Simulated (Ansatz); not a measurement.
# Ni (Fm-3m) in Ansatz: single point with r2SCAN+D4

Aim: the single point of Ni with r2SCAN+D4.

Everything below comes from runs of Ansatz 0.2.0. Logs are shortened: lines on timing, memory, paths and dates and some standing lists are left out, and cuts for length are marked.

## Step 1: The undisturbed crystal

Symmetry: Fm-3m, No. 225, cubic system. Conventional cell: a = 3.475 Å, b = 3.475 Å, c = 3.475 Å, α = 90.00°, β = 90.00°, γ = 90.00°. Ni (site symmetry m-3m) has 12 Ni at 2.46 Å as nearest neighbours.

## Step 2: Single point, r2SCAN+D4, collinear spin, ferromagnetic start (cell strained at random at fixed volume)

Contents of input.yaml:

```yaml
crystal:
  lattice:
    - [0.010433, 1.729685, 1.727369]
    - [1.745234, -0.034221, 1.772023]
    - [1.703666, 1.732771, 0.007347]
  atoms:
    - { symbol: Ni, position_ang: [0.014538923, -0.0059914638, 0.0027531488], spin: 1.0 }
kpoints:
  mp_grid: { grid: [9, 9, 9] }
scf:
  occupations: { method: fermi_dirac, width: 0.1 }
hamiltonian:
  xc: r2scan
  dispersion: d4
  pseudopotentials: { kind: all_electron, datasets: crystal }
magnetization:
  spin_polarized: true
  initial_magnetization: 1.0
  spin_locking: { lock_magnetization: hard }
output:
  forces: true
  stress: true
  eigenvalues: true
  elf: true
  volumetric_format: npy
```

Potentials or basis: all-electron PAW datasets made for the crystal.

Launch:

```
ansatz run input.yaml --threads 2 --pin off --max-ram 6144MiB --backend cpu --events-out ev --progress --plain --runs-dir out
```

Standard output:

```text
Warning: This run holds its total moment fixed (magnetization.spin_locking.lock_magnetization: hard) and mixes its density by anderson or broyden (scf.mixing.algorithm, typed or taken by auto). Slabs with a fixed moment have converged under broyden above another state at the same moment, at the default mixing steps and at smaller ones, and under scf.lower_state_search: standard, light or off a state that such a mixer converges on is not tested for a lower one by that SCF's own steps. That does not show the result to be wrong. Run the deck again under scf.mixing.algorithm: msr1 (scf.max_iter of 400 or more; without the keys that msr1 refuses, which its refusal names) and compare the two as scf.mixing.restart in the input reference says. Such a run need not converge: where no other run does, the state stands unchecked
Warning: RAYON_NUM_THREADS=2 ignored (pool sized by the plan → 2); use --threads N
hamiltonian.pseudopotentials.datasets: crystal makes datasets for this crystal and solves the spheres of its atoms anew in each pass: cutoff 340.0 eV, the density's 2380.0 eV;, for an error of 0.50 meV an atom under PBE, 0.5 meV for the cell; an energy difference from a run of another recipe may be off by several times the error for the cell, under r2SCAN by more, where some 0.1 meV an atom stays at smaller errors; Ni in spheres of 1.207 Å, 18 of its electrons in bands
Engine: ansatz 0.2.0, x86_64-unknown-linux-gnu
Pseudopotentials: kind: all_electron
Pseudopotential: Ni, paw, valence charge 18, recommended cutoff 340 eV (normal), crystal/all_electron/r2scan/scalar/gaussian/Ni, Koelling and Harmon's equation, gaussian nucleus
Functional definition: r2SCAN
  parameter k0 = 0.174
  parameter k1 = 0.065
  parameter a1 = 4.9479
  exchange = r2scan_x(k0 = k0, k1 = k1, a1 = a1)
  correlation = r2scan_c
a search for the magnetic state begins, with frozen cores and fixed partial waves. It gives no result and prints no iterations
the search for the magnetic state of this step took 14 SCF iterations with frozen cores. It stayed in its first state, in which the spheres begin
Crystal: 1 atoms, lattice volume = 10.492 Å³
Basis set: ecut = 340 eV, 159 PW (Γ), exchange–correlation on 60×60×60 points (27 copies of the dense FFT grid, shifted against one another)
Bands: 14, of which v1, the nominal top of the filled ones, is band 9 counted from 1 (8 counted from 0)
Symmetry: 2 space group operations
Space group: P-1 (ITA 2), of the structure as read, at distance tolerance 2.2e-5 Å
Magnetic group: BNS 2.4 (UNI 4), of the structure as read, at distance tolerance 2.2e-5 Å
k-points: 365 of 729
Non-local potential: Ni, projectors of the file, l = 0: 2, l = 1: 2, l = 2: 2
PAW form: soft (Blöchl's): semilocal exchange-correlation on the pseudo side does not see the compensation charge
PAW one-centre angular grid: Ni, 590 points (default); XC on its mesh's 1891 points in the sphere
Initial density: read from a saved state, or passed on in memory by an earlier SCF of this step, an earlier step, the calling program or the single point that the run made first
Starting moments: Σ|m| = 1 μB on 1 of 1 site; this step starts from the density that it was given
Initial wavefunctions: pseudopotential atomic-orbital guess
Functional: x = r2scan, c = r2scan; τ floored in thin density (d = 2e-4 eV/Å³)
iter 1 solved again at ethr=7.86e-5 eV; its pass at ethr=1.00e-1 eV (dr2=1.41e-2 eV) is discarded
SCF iter   1: F=—  HF=-41389.819453 eV  |F-HF|=—  |Δ(HF+E_count)|=         —  Δρ=1.77e-2 (↑1.77e-2 ↓8.78e-3)  dr2=1.77e-2  dr2_τ=7.91e-4  dr2_m=2.09e-3  M=1.000 μB ∫|m|=1.118 μB  β_m=1.20  ethr=7.86e-5  ⟨swp⟩=3.3  Hψ=60311  notcnv=0
preconditioner: auto → none  [metal: Δε(μ)=0.000 eV  Ē_g=16.770 eV  σ=0.100 eV  W_gap=0.00  n_scr=0 (ndim 8)  ℏωp=36.3 eV  f_vac=0.000  D(μ)=1.23/eV (n_scr^D=14)]
SCF iter   2: F=—  HF=-41389.809300 eV  |F-HF|=—  |Δ(HF+E_count)|=   1.02e-2  Δρ=1.36e-2 (↑1.16e-2 ↓1.36e-2)  dr2=2.60e-2  dr2_τ=9.39e-6  dr2_m=9.29e-5  M=1.000 μB ∫|m|=1.123 μB  β_m=1.20  ethr=7.86e-5  ⟨swp⟩=3.0  Hψ=20433  notcnv=0  κ⁻¹=1.0e0(r=1)
SCF iter   3: F=—  HF=-41389.803736 eV  |F-HF|=—  |Δ(HF+E_count)|=   5.56e-3  Δρ=6.69e-3 (↑6.69e-3 ↓5.18e-3)  dr2=3.72e-3  dr2_τ=3.29e-6  dr2_m=8.97e-5  M=1.000 μB ∫|m|=1.117 μB  β_m=1.20  ethr=7.86e-5  ⟨swp⟩=2.0  Hψ=17123  notcnv=0  κ⁻¹=3.4e-1(r=2)
iter 4 solved again at ethr=4.40e-7 eV; its pass at ethr=2.07e-5 eV (dr2=7.92e-5 eV) is discarded
SCF iter   4: F=—  HF=-41389.805294 eV  |F-HF|=—  |Δ(HF+E_count)|=   1.56e-3  Δρ=7.95e-4 (↑7.95e-4 ↓6.27e-4)  dr2=7.56e-5  dr2_τ=3.86e-6  dr2_m=1.28e-5  M=1.000 μB ∫|m|=1.110 μB  β_m=1.20  ethr=4.40e-7  ⟨swp⟩=2.5  Hψ=41104  notcnv=0  κ⁻¹=3.4e-1(r=2)
SCF iter   5: F=—  HF=-41389.805485 eV  |F-HF|=—  |Δ(HF+E_count)|=   1.91e-4  Δρ=6.23e-4 (↑6.23e-4 ↓5.26e-4)  dr2=4.51e-5  dr2_τ=4.94e-7  dr2_m=1.13e-5  M=1.000 μB ∫|m|=1.110 μB  β_m=1.20  ethr=4.20e-7  ⟨swp⟩=2.5  Hψ=18115  notcnv=0  κ⁻¹=1.4e-2(r=3)
SCF iter   6: F=—  HF=-41389.805910 eV  |F-HF|=—  |Δ(HF+E_count)|=   4.24e-4  Δρ=2.08e-4 (↑2.08e-4 ↓1.86e-4)  dr2=9.09e-7  dr2_τ=1.50e-8  dr2_m=3.26e-6  M=1.000 μB ∫|m|=1.109 μB  β_m=1.20  ethr=2.51e-7  ⟨swp⟩=3.0  Hψ=20899  notcnv=0  κ⁻¹=5.0e-4(r=4)
SCF iter   7: F=—  HF=-41389.805938 eV  |F-HF|=—  |Δ(HF+E_count)|=   2.88e-5  Δρ=1.36e-4 (↑5.55e-5 ↓1.36e-4)  dr2=9.53e-7  dr2_τ=1.18e-8  dr2_m=3.19e-7  M=1.000 μB ∫|m|=1.109 μB  β_m=1.20  ethr=5.05e-9  ⟨swp⟩=3.0  Hψ=26679  notcnv=0  κ⁻¹=5.0e-4(r=4)
SCF iter   8: F=—  HF=-41389.805942 eV  |F-HF|=—  |Δ(HF+E_count)|=   3.78e-6  Δρ=8.80e-5 (↑4.54e-5 ↓8.80e-5)  dr2=4.53e-7  dr2_τ=4.06e-10  dr2_m=9.78e-8  M=1.000 μB ∫|m|=1.109 μB  β_m=1.20  ethr=5.05e-9  ⟨swp⟩=2.0  Hψ=17120  notcnv=0  κ⁻¹=2.0e-5(r=5)
SCF iter   9: F=—  HF=-41389.805947 eV  |F-HF|=—  |Δ(HF+E_count)|=   4.60e-6  Δρ=3.48e-5 (↑3.48e-5 ↓1.78e-5)  dr2=8.31e-8  dr2_τ=1.25e-10  dr2_m=3.01e-8  M=1.000 μB ∫|m|=1.108 μB  β_m=1.20  ethr=2.52e-9  ⟨swp⟩=3.0  Hψ=21298  notcnv=0  κ⁻¹=1.3e-6(r=6)
SCF iter  10: F=—  HF=-41389.805947 eV  |F-HF|=—  |Δ(HF+E_count)|=   3.62e-7  Δρ=1.41e-5 (↑1.30e-5 ↓1.41e-5)  dr2=1.41e-8  dr2_τ=1.49e-11  dr2_m=3.47e-9  M=1.000 μB ∫|m|=1.108 μB  β_m=1.20  ethr=4.62e-10  ⟨swp⟩=3.0  Hψ=20558  notcnv=0  κ⁻¹=7.3e-7(r=7)
SCF iter  11: F=—  HF=-41389.805947 eV  |F-HF|=—  |Δ(HF+E_count)|=   3.40e-7  Δρ=7.96e-6 (↑5.29e-6 ↓7.96e-6)  dr2=1.75e-9  dr2_τ=3.23e-11  dr2_m=2.91e-9  M=1.000 μB ∫|m|=1.108 μB  β_m=1.20  ethr=7.83e-11  ⟨swp⟩=3.0  Hψ=21563  notcnv=0  κ⁻¹=1.5e-7(r=8)
SCF iter  12: F=—  HF=-41389.805948 eV  |F-HF|=—  |Δ(HF+E_count)|=   3.65e-8  Δρ=5.25e-6 (↑2.55e-6 ↓5.25e-6)  dr2=1.57e-9  dr2_τ=3.70e-12  dr2_m=6.63e-10  M=1.000 μB ∫|m|=1.108 μB  β_m=1.20  ethr=9.75e-12  ⟨swp⟩=3.1  Hψ=22607  notcnv=0  κ⁻¹=2.2e-7(r=8)
SCF iter  13: F=-41389.805948 eV  HF=-41389.805948 eV  |F-HF|=5.60e-9  |Δ(HF+E_count)|=   5.65e-9  Δρ=2.46e-6 (↑1.65e-6 ↓2.46e-6)  dr2=1.33e-10  dr2_τ=1.16e-12  dr2_m=2.16e-10  M=1.000 μB ∫|m|=1.108 μB  ethr=8.75e-12  ⟨swp⟩=3.0  Hψ=20724  notcnv=0
SCF 1 converged in 13 iterations: F = -41389.805949 eV  dr2 = 1.33e-10
  Residual-converged pass: ⟨swp⟩=1.5  Hψ=11049  notcnv=0  max |occ|·‖R‖ = 3.7e-6 eV (tolerance 3.7e-6 eV)  dr2=1.33e-10  dr2_τ=1.16e-12  dr2_m=2.16e-10  dr2_onsite=1.39e-8  max |Δocc| = 2.1e-11
this state was not tested for a lower state beside it, because the mixer in use, unlike msr1, does not test its closes by its own steps (another_mixer; see scf.mixing.algorithm and scf.lower_state_search)
SCF converged after 13 iterations
Magnetization: 1.0000 μB (9.5000 up, 8.5000 down)
Absolute magnetization: 1.1085 μB (∫|ρ↑−ρ↓|)
Spin contamination: -0.0488 ħ² per cell (⟨S²⟩ above its minimum at these occupations)
Per-site moments (μB) at R_I (Å): [(1.0489277534512054, 0.9956149764583352)]
Free energy (F): -41389.805949 eV
Harris-Foulkes:  -41389.805949 eV  (|F-HF|=5.60e-9)
Internal energy: -41389.768055 eV  (E = F + TS)
E sigma→0 (E₀):  -41389.787002 eV
Entropy (-TS):   -0.037894 eV (-37.894 meV/atom)
Past the cutoff: the bands carry plane waves up to 2.50 times it, of which those up to 1.5 times it add -0.001296 eV an atom, each by itself; the spheres take 0.001186 eV an atom off the energy for waves past 2.50 times it
Past the cutoffs: a stress includes 0.0093 GPa for waves and charges beyond them, in addition to the slope of what the spheres take
In the spheres:  the bands' charges fall short by 3.9e-6 e at most (sound up to 1e-3)
Fermi energy:    19.419332 (↑ 19.865731, ↓ 18.972934) eV
--- Per-component energies (eV) ---
  E_band       = -297.073599
  E_kinetic    = 138.126553
  E_local      = -1820.046033  (includes V_loc(G=0)·N_el)
  E_nonlocal   = -813.975709
  E_hartree    = 970.804036
  E_xc         = -39.304451
  E_vxc        = -57.639778  (∫ρ·V_xc dr)
  E_paw        = -42604.582227  (= ΣΔE_a)
  E_vpaw       = -5545.609944  (= ΣTr[D̂ρ^β])
  E_vtau       = 3.999898  (kinetic-family band-sum trace: ∫τ·v_τ [+ j·A + Jᵃ·Aᵃ] dr)
  E_ewald      = -3077.092506
  E_disp       = -0.161272  (pairwise vdW)
  E_smearing   = -0.037894  (= −TS)
  E_closure    = 5856.463552  (closes the sum)
  Σ components = -41389.805949   (vs F -41389.805949, Δ=0.00e0)
  The terms above E_closure are by the made datasets' own strengths, without shells solved beside the bands.
--- Forces (eV/Å), atoms counted from 1 ---
  atom   1  Ni     0.00000000     0.00000000     0.00000000
  max |Σ_I F_I| component: 0.00e0 eV/Å
--- Stress (GPa, compression-positive) ---
        3.826249       2.948166      -4.969234
        2.948166       1.565706       3.257158
       -4.969234       3.257158       2.027578
  P = ⅓ Tr σ = 2.4732 GPa (24.732 kbar)
--- Band table (eV; the first three rows and the last of 730) ---
  k-point 0 ↑: bands = ["-89.1201", "-47.8741", "-47.8638", "-47.8323", "9.2065", "15.5419", "15.7163", "15.8094", "17.0656", "17.1778", "43.4328"]
  k-point 1 ↑: bands = ["-89.1152", "-47.8948", "-47.8793", "-47.8359", "9.7260", "15.5754", "15.7410", "15.8613", "17.0208", "17.1191", "41.7363"]
  k-point 2 ↑: bands = ["-89.1027", "-47.9727", "-47.8932", "-47.8445", "11.1558", "15.4303", "15.8717", "16.0656", "17.0481", "17.0866", "35.9069"]
  k-point 364 ↓: bands = ["-87.3473", "-46.4281", "-46.2195", "-46.2036", "14.5928", "16.6674", "17.1010", "17.7132", "19.3052", "20.7775", "26.1247"]
```

It took 42 s on 2 threads of Intel Xeon 6975P-C (Granite Rapids), shared host; peak memory 0.97 GiB.

Results:

- Free energy: -41389.8059 eV
- Pressure: 2.5 GPa
- Absolute moment: 1.11 μB per cell
- Site moments: Ni +1.05 μB

Caveat: the k mesh is thin for a metal, which can move the energy by tens of meV per atom; the total moment is fixed, so each spin has its own Fermi level.
